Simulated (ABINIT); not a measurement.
# Si (Cmmm) in ABINIT: reference runs

Reference runs on Si: the cell as given and a disturbed copy.

Everything below comes from runs of ABINIT 10.8.3 (patched build). Logs are shortened: lines on timing, memory, paths and dates and some standing lists are left out, and cuts for length are marked. The log counts tension as positive stress, the text compression.

## 1. The crystal as given

It takes space group Cmmm (No. 65, orthorhombic). Conventional cell: a = 3.675 Å, b = 9.269 Å, c = 3.615 Å, α = 90.00°, β = 90.00°, γ = 90.00°. Si (site symmetry m2m) has 4 Si at 2.35 to 2.41 Å as nearest neighbours. Si (site symmetry mmm) has 4 Si at 2.41 Å as nearest neighbours.

The cell was built by a generator and needn't be a form met in nature.

## 2. Single point, PBE

run.abi

```
pp_dirpath "./"
pseudos "Si.GGA_PBE-JTH.xml"

structure "poscar:POSCAR"
natom 3
chkprim 0
chksymtnons 0
tolsym 1.0e-6

ecut 15.0
pawecutdg 30.0
pawxcdev 0

kptopt 1
ngkpt 8 8 7
nshiftk 1
shiftk 0.0 0.0 0.0

ixc 11

nband 10
occopt 3
tsmear 0.00183747

nstep 100
tolvrs 1.0e-9

iomode 3
prtwf 0
prtden 0
prteig 0
prtebands 0
enunit 2
```

POSCAR

```
Si
1.0
    1.8377000000     -4.6347100000      0.0000000000
    1.8377000000      4.6347100000      0.0000000000
    0.0000000000      0.0000000000      3.6152000000
Si
3
Direct
    0.6714100000      0.3285900000      0.5000000000  Si
    0.3285900000      0.6714100000      0.5000000000  Si
    0.5000000000      0.5000000000      0.0000000000  Si
```

Potentials or basis: JTH PAW PBE v2.0.

Started as:

```
abinit run.abi > log 2>&1
```

run.abo:

```text
.Version 10.8.3 of ABINIT
 Symmetries : space group Cm m m (# 65); Bravais oC (1-face-center ortho.)
================================================================================
 Values of the parameters that define the memory need of the present run
     intxc =       0    ionmov =       0      iscf =      17    lmnmax =       8
     lnmax =       4     mgfft =      36  mpssoang =       2    mqgrid =    3001
     natom =       3  nloc_mem =       2    nspden =       1   nspinor =       1
    nsppol =       1      nsym =       8    n1xccc =       1    ntypat =       1
    occopt =       3   xclevel =       2
       mpw =        1170          nfft =       31104          nkpt =          84
 PAW method is used; the additional fine FFT grid is defined by:
   mgfftf=        48    nfftf =     82944
================================================================================
================================================================================

--------------------------------------------------------------------------------
------------- Echo of variables that govern the present computation ------------
--------------------------------------------------------------------------------
 -outvars: echo values of preprocessed input variables --------
            acell      1.0000000000E+00  1.0000000000E+00  1.0000000000E+00 Bohr
              amu      2.80855000E+01
          chkprim           0
      chksymtnons           0
             ecut      1.50000000E+01 Hartree
           enunit           2
                       outvar_i_n : Printing only first  50 k-points.
              ixc          11
                       outvar_i_n : Printing only first  50 k-points.
         kptrlatt        8    0    0      0    8    0      0    0    7
          kptrlen      4.78221652E+01
            natom           3
            nband          10
            ngfft          36      36      24
          ngfftdg          48      48      36
             nkpt          84
            nstep         100
             nsym           8
           ntypat           1
                       prtocc : prtvol=0, do not print more k-points.
           occopt           3
        pawecutdg      3.00000000E+01 Hartree
         pawxcdev           0
           prtden           0
        prtebands           0
           prteig           0
            prtwf           0
            rprim      3.4727497016E+00 -8.7583325730E+00  0.0000000000E+00
                       3.4727497016E+00  8.7583325730E+00  0.0000000000E+00
                       0.0000000000E+00  0.0000000000E+00  6.8317378904E+00
          spgroup          65
           tolsym      1.00000000E-06
           tolvrs      1.00000000E-09
           tsmear      1.83747000E-03 Hartree
            typat      1  1  1
           useylm           1
                       outvars : Printing only first  50 k-points.
           xangst      1.8377000000E+00 -1.5888712822E+00  1.8076000000E+00
                       1.8377000000E+00  1.5888712822E+00  1.8076000000E+00
                       1.8377000000E+00  0.0000000000E+00  0.0000000000E+00
            xcart      3.4727497016E+00 -3.0025315727E+00  3.4158689452E+00
                       3.4727497016E+00  3.0025315727E+00  3.4158689452E+00
                       3.4727497016E+00  0.0000000000E+00  0.0000000000E+00
             xred      6.7141000000E-01  3.2859000000E-01  5.0000000000E-01
                       3.2859000000E-01  6.7141000000E-01  5.0000000000E-01
                       5.0000000000E-01  5.0000000000E-01  0.0000000000E+00
            znucl       14.00000

================================================================================

 chkinp: Checking input parameters for consistency.

================================================================================
== DATASET  1 ==================================================================

--- !DatasetInfo
iteration_state: {dtset: 1, }
dimensions: {natom: 3, nkpt: 84, mband: 10, nsppol: 1, nspinor: 1, nspden: 1, mpw: 1170, }
cutoff_energies: {ecut:  15.0, pawecutdg:  30.0, }
electrons: {nelect:   1.20000000E+01, charge:   0.00000000E+00, occopt:   3.00000000E+00, tsmear:   1.83747000E-03, }
meta: {optdriver: 0, ionmov: 0, optcell: 0, iscf: 17, paral_kgb: 0, }
...

 Exchange-correlation functional for the present dataset will be:
  GGA: Perdew-Burke-Ernzerhof functional - ixc=11
  J.P.Perdew, K.Burke, M.Ernzerhof, PRL 77, 3865 (1996)

 Real(R)+Recip(G) space primitive vectors, cartesian coordinates (Bohr,Bohr^-1):
 R(1)=  3.4727497 -8.7583326  0.0000000  G(1)=  0.1439781 -0.0570885  0.0000000
 R(2)=  3.4727497  8.7583326  0.0000000  G(2)=  0.1439781  0.0570885  0.0000000
 R(3)=  0.0000000  0.0000000  6.8317379  G(3)=  0.0000000  0.0000000  0.1463756
 Unit cell volume ucvol=  4.1558140E+02 bohr^3
 Angles (23,13,12)=  9.00000000E+01  9.00000000E+01  1.36742547E+02 degrees

 Coarse grid specifications (used for wave-functions):

 getcut: wavevector=  0.0000  0.0000  0.0000  ngfft=  36  36  24
         ecut(hartree)=     15.000   => boxcut(ratio)=   2.01497

 Fine grid specifications (used for densities):

 getcut: wavevector=  0.0000  0.0000  0.0000  ngfft=  48  48  36
         ecut(hartree)=     30.000   => boxcut(ratio)=   2.06714

--- Pseudopotential description ------------------------------------------------
- pspini: atom type   1  psp file is ./Si.GGA_PBE-JTH.xml
 Pseudopotential format is: paw10
 basis_size (lnmax)=  4 (lmn_size=  8), orbitals=   0   0   1   1
 Spheres core radius: rc_sph= 1.90944987
 Shapefunction is BESSEL type: shapef(r,l)=aa(1,l)*jl(q(1,l)*r)+aa(2,l)*jl(q(2,l)*r)
 Radius for shape functions =  1.60149249
 Compensation charge density is not taken into account in XC energy/potential

   1.70362051E+02                                ecore*ucvol(ha*bohr**3)
--------------------------------------------------------------------------------

================================================================================

--- !BeginCycle
iteration_state: {dtset: 1, }
solver: {iscf: 17, nstep: 100, nline: 4, wfoptalg: 10, }
tolerances: {tolvrs: 1.00E-09, }
...

     iter   Etot(hartree)      deltaE(h)  residm     nres2
 ETOT  1  -11.896858157070    -1.190E+01 3.964E-02 2.670E+00
 ETOT  2  -11.908834099594    -1.198E-02 7.966E-03 4.045E-01
 ETOT  3  -11.907719773642     1.114E-03 1.683E-03 7.036E-03
 ETOT  4  -11.907802800918    -8.303E-05 4.931E-04 1.691E-03
 ETOT  5  -11.907831333181    -2.853E-05 4.195E-04 4.708E-05
 ETOT  6  -11.907834338426    -3.005E-06 1.600E-04 5.438E-06
 ETOT  7  -11.907835031809    -6.934E-07 9.759E-05 8.320E-07
 ETOT  8  -11.907835221396    -1.896E-07 1.357E-04 5.764E-08
 ETOT  9  -11.907835282547    -6.115E-08 5.759E-05 4.797E-08
 ETOT 10  -11.907835301866    -1.932E-08 6.406E-05 6.937E-09
 ETOT 11  -11.907835308448    -6.582E-09 2.927E-05 2.904E-09
 ETOT 12  -11.907835310712    -2.264E-09 2.229E-05 3.901E-10

 At SCF step   12       nres2   =  3.90E-10 < tolvrs=  1.00E-09 =>converged.

 Cartesian components of stress tensor (hartree/bohr^3)
  sigma(1 1)= -1.33663313E-05  sigma(3 2)=  0.00000000E+00
  sigma(2 2)=  2.16885162E-05  sigma(3 1)=  0.00000000E+00
  sigma(3 3)= -1.15302091E-06  sigma(2 1)=  0.00000000E+00

--- !ResultsGS
iteration_state: {dtset: 1, }
comment   : Summary of ground state results
lattice_vectors:
- [  3.4727497,  -8.7583326,   0.0000000, ]
- [  3.4727497,   8.7583326,   0.0000000, ]
- [  0.0000000,   0.0000000,   6.8317379, ]
lattice_lengths: [   9.42170,    9.42170,    6.83174, ]
lattice_angles: [ 90.000,  90.000, 136.743, ] # degrees, (23, 13, 12)
lattice_volume:   4.1558140E+02
convergence: {deltae: -2.264E-09, res2:  3.901E-10, residm:  2.229E-05, diffor: null, }
etotal    :  -1.19078353E+01
entropy   :   0.00000000E+00
fermie    :   1.89033574E-01
cartesian_stress_tensor: # hartree/bohr^3
- [ -1.33663313E-05,   0.00000000E+00,   0.00000000E+00, ]
- [  0.00000000E+00,   2.16885162E-05,   0.00000000E+00, ]
- [  0.00000000E+00,   0.00000000E+00,  -1.15302091E-06, ]
pressure_GPa:  -7.0308E-02
xred      :
- [  6.7141E-01,   3.2859E-01,   5.0000E-01, Si]
- [  3.2859E-01,   6.7141E-01,   5.0000E-01, Si]
- [  5.0000E-01,   5.0000E-01,   0.0000E+00, Si]
cartesian_forces: # hartree/bohr
- [  3.92047821E-21,   3.53323793E-04,   3.15310132E-28, ]
- [  1.14060744E-20,  -3.53323793E-04,  -3.94137665E-28, ]
- [ -1.53265526E-20,  -1.80700362E-20,   7.88275331E-29, ]
force_length_stats: {min:   2.36945019E-20, max:   3.53323793E-04, mean:   2.35549195E-04, }
...

 Integrated electronic density in atomic spheres:
 ------------------------------------------------
 Atom  Sphere_radius  Integrated_density
    1        1.90945          1.52062562
    2        1.90945          1.52062562
    3        1.90945          1.49718823

================================================================================

 ----iterations are completed or convergence reached----

 Mean square residual over all n,k,spin=   72.898E-09; max=  22.289E-06
 reduced coordinates (array xred) for    3 atoms
       0.671410000000      0.328590000000      0.500000000000
       0.328590000000      0.671410000000      0.500000000000
       0.500000000000      0.500000000000      0.000000000000
 rms dE/dt=  2.0630E-03; max dE/dt=  3.0945E-03; dE/dt below (all hartree)
    1       0.003094527285     -0.003094527285     -0.000000000000
    2      -0.003094527285      0.003094527285      0.000000000000
    3       0.000000000000      0.000000000000      0.000000000000

 cartesian coordinates (angstrom) at end:
    1      1.83770000000000    -1.58887128220000     1.80760000000000
    2      1.83770000000000     1.58887128220000     1.80760000000000
    3      1.83770000000000     0.00000000000000     0.00000000000000

 cartesian forces (hartree/bohr) at end:
    1      0.00000000000000     0.00035332379304     0.00000000000000
    2      0.00000000000000    -0.00035332379304    -0.00000000000000
    3     -0.00000000000000    -0.00000000000000     0.00000000000000
 frms,max,avg= 1.6655843E-04 3.5332379E-04   0.000E+00  0.000E+00  0.000E+00 h/b

 cartesian forces (eV/Angstrom) at end:
    1      0.00000000000000     0.01816863993911     0.00000000000000
    2      0.00000000000000    -0.01816863993911    -0.00000000000000
    3     -0.00000000000000    -0.00000000000000     0.00000000000000
 frms,max,avg= 8.5647790E-03 1.8168640E-02   0.000E+00  0.000E+00  0.000E+00 e/A
 length scales=  1.000000000000  1.000000000000  1.000000000000 bohr
              =  0.529177210544  0.529177210544  0.529177210544 angstroms
 Fermi (or HOMO) energy (hartree) =   0.18903   Average Vxc (hartree)=  -0.34852
 Eigenvalues (hartree) for nkpt=  84  k points:
 kpt#   1, nband= 10, wtk=  0.00223, kpt=  0.0000  0.0000  0.0000 (reduced coord)
  -0.25496   -0.03994   -0.02395    0.10982    0.14686    0.20528    0.23147    0.27861
   0.30446    0.34612
      occupation numbers for kpt#   1
   2.00000    2.00000    2.00000    2.00000    2.00000    0.00029    0.00000    0.00000
   0.00000    0.00000
 prteigrs : prtvol=0 or 1, do not print more k-points.

 Fermi (or HOMO) energy (eV) =   5.14387   Average Vxc (eV)=  -9.48379
 Eigenvalues (   eV  ) for nkpt=  84  k points:
 kpt#   1, nband= 10, wtk=  0.00223, kpt=  0.0000  0.0000  0.0000 (reduced coord)
  -6.93771   -1.08669   -0.65162    2.98846    3.99639    5.58588    6.29864    7.58142
   8.28475    9.41842
 prteigrs : prtvol=0 or 1, do not print more k-points.

--- !EnergyTerms
iteration_state     : {dtset: 1, }
comment             : Components of total free energy in Hartree
kinetic             :  4.42810837642771E+00
hartree             :  8.20163532068942E-01
xc                  : -7.11862654473160E+00
Ewald energy        : -1.24563739009059E+01
psp_core            :  4.09936654607020E-01
local_psp           : -3.53308806632068E+00
PAW spherical_terms :  5.54239468488447E+00
internal            : -1.19074852639700E+01
'-kT*entropy'       : -3.54009465282452E-04
total_energy        : -1.19078392734353E+01
total_energy_eV     : -3.24028813824510E+02
...

--- !EnergyTermsDC
iteration_state     : {dtset: 1, }
comment             : '"Double-counting" decomposition of free energy'
band_energy         :  3.23156614166072E-02
Ewald energy        : -1.24563739009059E+01
psp_core            :  4.09936654607020E-01
xc_dc               : -2.89386832775792E+00
PAW spherical_terms :  3.00050861139341E+00
internal            : -1.19074813012468E+01
'-kT*entropy'       : -3.54009465282452E-04
total_energy_dc     : -1.19078353107120E+01
total_energy_dc_eV  : -3.24028705993317E+02
...

--- !EnergyTermsWithPAWCore
iteration_state     : {dtset: 1, }
comment             : 'Components of total free energy, including PAW core contributions'
Total energy        : -8.70055324073655E+02
Total energy DC     : -8.70055320110932E+02
Total energy (eV)   : -2.36754114787404E+04
Total energy DC (eV): -2.36754113709092E+04
...

 Cartesian components of stress tensor (hartree/bohr^3)
  sigma(1 1)= -1.33663313E-05  sigma(3 2)=  0.00000000E+00
  sigma(2 2)=  2.16885162E-05  sigma(3 1)=  0.00000000E+00
  sigma(3 3)= -1.15302091E-06  sigma(2 1)=  0.00000000E+00

-Cartesian components of stress tensor (GPa)         [Pressure= -7.0308E-02 GPa]
- sigma(1 1)= -3.93251044E-01  sigma(3 2)=  0.00000000E+00
- sigma(2 2)=  6.38098178E-01  sigma(3 1)=  0.00000000E+00
- sigma(3 3)= -3.39230463E-02  sigma(2 1)=  0.00000000E+00

== END DATASET(S) ==============================================================
================================================================================

 -outvars: echo values of variables after computation  --------
            acell      1.0000000000E+00  1.0000000000E+00  1.0000000000E+00 Bohr
           etotal     -1.1907835311E+01
            fcart      3.9204782069E-21  3.5332379304E-04  3.1531013237E-28
                       1.1406074364E-20 -3.5332379304E-04 -3.9413766546E-28
                      -1.5326552571E-20 -1.8070036208E-20  7.8827533092E-29
            rprim      3.4727497016E+00 -8.7583325730E+00  0.0000000000E+00
                       3.4727497016E+00  8.7583325730E+00  0.0000000000E+00
                       0.0000000000E+00  0.0000000000E+00  6.8317378904E+00
           strten     -1.3366331316E-05  2.1688516229E-05 -1.1530209079E-06
                       0.0000000000E+00  0.0000000000E+00  0.0000000000E+00
           xangst      1.8377000000E+00 -1.5888712822E+00  1.8076000000E+00
                       1.8377000000E+00  1.5888712822E+00  1.8076000000E+00
                       1.8377000000E+00  0.0000000000E+00  0.0000000000E+00
             xred      6.7141000000E-01  3.2859000000E-01  5.0000000000E-01
                       3.2859000000E-01  6.7141000000E-01  5.0000000000E-01
                       5.0000000000E-01  5.0000000000E-01  0.0000000000E+00
 Calculation completed.
```

It took 37 s on 1 thread of Arm Neoverse V1, shared host; peak memory 0.12 GiB.

What came out:

- Free energy: -324.0287 eV
- Pressure: -0.1 GPa
- Largest force: 0.018 eV/Å
- Band gap on the k mesh: none (metal or under the smearing width)
- Valence electrons inside the program's atomic spheres: Si 1.52, 1.50 (radii [1.0104] Å)

Forces on the atoms (eV/Å):
```
Si   0.000  0.018  0.000
Si   0.000 -0.018  0.000
Si   0.000  0.000  0.000
```

Stress tensor (GPa, compression positive):
```
 0.39  0.00  0.00
 0.00 -0.64  0.00
 0.00  0.00  0.03
```

Levels at points of the mesh, in eV from the Fermi level:
```tsv
k point	band 2	band 3	band 4	band 5	band 6	band 7	band 8	band 9	band 10
(0.00, 0.00, 0.00)	-6.23	-5.80	-2.16	-1.15	0.44	1.15	2.44	3.14	4.27
(0.50, 0.00, 0.00)	-8.25	-5.50	-3.95	-1.16	-0.32	1.64	1.95	3.11	5.48
(0.50, 0.50, 0.00)	-10.50	-1.97	-1.14	-0.87	-0.13	1.12	1.58	3.21	4.18
```

## 3. Single point, PBE

run.py

```python
import json, os
import numpy as np
from ase.units import GPa
from ase.calculators.abinit import Abinit, AbinitProfile
from ase.io import read

atoms = read('POSCAR')

profile = AbinitProfile(command='abinit', pp_paths=[os.path.abspath('pseudos')])
params = dict(
    pps='pawxml', xc='PBE',
    chksymtnons=0,
    tolsym=1e-06,
    ecut=408.1708,
    pawecutdg=816.3416,
    pawxcdev=0,
    kptopt=1,
    ngkpt=[8, 8, 7],
    nshiftk=1,
    shiftk=[0.0, 0.0, 0.0],
    ixc=11,
    nband=10,
    occopt=3,
    tsmear=0.05,
    nstep=100,
    tolvrs=1e-09,
    prtwf=0,
    prtden=0,
)

atoms.calc = Abinit(profile=profile, directory='run', **params)
energy = atoms.get_potential_energy()
forces = atoms.get_forces()
stress = atoms.get_stress()
print(f'energy {energy:.6f} eV')
print('forces (eV/A)')
print(np.round(forces, 5))
print('stress (GPa, Voigt, tension positive)', np.round(stress / GPa, 4))
json.dump(dict(energy=energy, forces=forces.tolist(), stress=stress.tolist(), cell=atoms.cell.tolist(), frac=atoms.get_scaled_positions(wrap=False).tolist()), open('results.json', 'w'))
```

POSCAR

```
Si
1.0
    1.8377000000     -4.6347100000      0.0000000000
    1.8377000000      4.6347100000      0.0000000000
    0.0000000000      0.0000000000      3.6152000000
Si
3
Direct
    0.6714100000      0.3285900000      0.5000000000
    0.3285900000      0.6714100000      0.5000000000
    0.5000000000      0.5000000000      0.0000000000
```

Potentials or basis: JTH PAW PBE v2.0.

Started as:

```
python run.py
```

Run time: 37 s. Hardware: 1 thread of Arm Neoverse V1, shared host; peak memory 0.12 GiB.

The run converged. Its results:

| Property | Result |
| --- | --- |
| Free energy | -324.0287 eV |
| Pressure | -0.1 GPa |
| Largest force | 0.018 eV/Å |
| Band gap on the k mesh | none (metal or under the smearing width) |
| Valence electrons inside the program's atomic spheres | Si 1.52, 1.50 (radii [1.0104] Å) |

Forces on the atoms (eV/Å):
```
Si   0.000  0.018  0.000
Si   0.000 -0.018  0.000
Si   0.000  0.000  0.000
```

Stress tensor (GPa, compression positive):
```
 0.39  0.00  0.00
 0.00 -0.64  0.00
 0.00  0.00  0.03
```

Levels at points of the mesh, in eV from the Fermi level:
```tsv
k point	band 4	band 5	band 6	band 7	band 8	band 9
(0.00, 0.00, 0.00)	-2.16	-1.15	0.44	1.15	2.44	3.14
(0.50, 0.00, 0.00)	-3.95	-1.16	-0.32	1.64	1.95	3.11
(0.50, 0.50, 0.00)	-1.14	-0.87	-0.13	1.12	1.58	3.21
```

## 4. Single point, PBE (atoms moved at random, drawn with an rms of 0.05 Å)

run.abi

```
# Pseudopotentials
pp_dirpath "./"
pseudos "Si.GGA_PBE-JTH.xml"

# Structure
acell 4.985747494 4.985747494 3.6152 Angstrom
rprim
     0.3685906681    -0.9295918025     0.0000000000
     0.3685906681     0.9295918025     0.0000000000
     0.0000000000     0.0000000000     1.0000000000
ntypat 1
znucl 14
natom 3
typat 1 1 1
xred
     0.6785270000     0.3301190000     0.4955300000
     0.3258810000     0.6781870000     0.4928280000
     0.5080290000     0.5051930000     0.0118330000
chkprim 0
chksymtnons 0
tolsym 1.0e-6

# Plane-wave basis
ecut 15.0
pawecutdg 30.0
pawxcdev 0

# k points
kptopt 1
ngkpt 8 8 7
nshiftk 1
shiftk 0.0 0.0 0.0

# Exchange and correlation
ixc 11

# Bands and occupations
nband 10
occopt 3
tsmear 0.00183747

# SCF cycle
nstep 100
tolvrs 1.0e-9

# Output
iomode 3
prtwf 0
prtden 0
prteig 0
prtebands 0
enunit 2
```

Started as:

```
abinit run.abi > log 2>&1
```

Wall time 92 s (1 thread of Arm Neoverse V1, shared host); peak memory 0.16 GiB.

The run converged. Its results:

- Free energy: -323.9843 eV
- Pressure: 0.4 GPa
- Largest force: 0.747 eV/Å
- Band gap on the k mesh: none (metal or under the smearing width)
- Valence electrons inside the program's atomic spheres: Si 1.54, 1.53, 1.48 (radii [1.0104] Å)

Forces on the atoms (eV/Å):
```
Si  -0.105  0.537  0.303
Si   0.113 -0.672  0.306
Si  -0.008  0.136 -0.609
```

Stress tensor (GPa, compression positive):
```
 1.81 -0.35 -0.02
-0.35 -0.03 -0.05
-0.02 -0.05 -0.50
```

Levels at points of the mesh, in eV from the Fermi level:
| k point | band 2 | band 3 | band 4 | band 5 | band 6 | band 7 | band 8 | band 9 | band 10 |
| --- | --- | --- | --- | --- | --- | --- | --- | --- | --- |
| (0.00, 0.00, 0.00) | -6.28 | -5.72 | -2.05 | -1.39 | 0.57 | 1.27 | 2.25 | 3.30 | 4.29 |
| (0.50, 0.00, 0.00) | -8.38 | -5.61 | -3.89 | -0.97 | -0.38 | 1.63 | 1.97 | 3.30 | 5.38 |
| (0.00, 0.50, 0.00) | -8.33 | -5.65 | -3.91 | -0.98 | -0.35 | 1.66 | 1.98 | 3.29 | 5.33 |
| (0.50, 0.50, 0.00) | -10.35 | -2.10 | -0.93 | -0.91 | -0.16 | 1.14 | 1.50 | 3.13 | 4.34 |
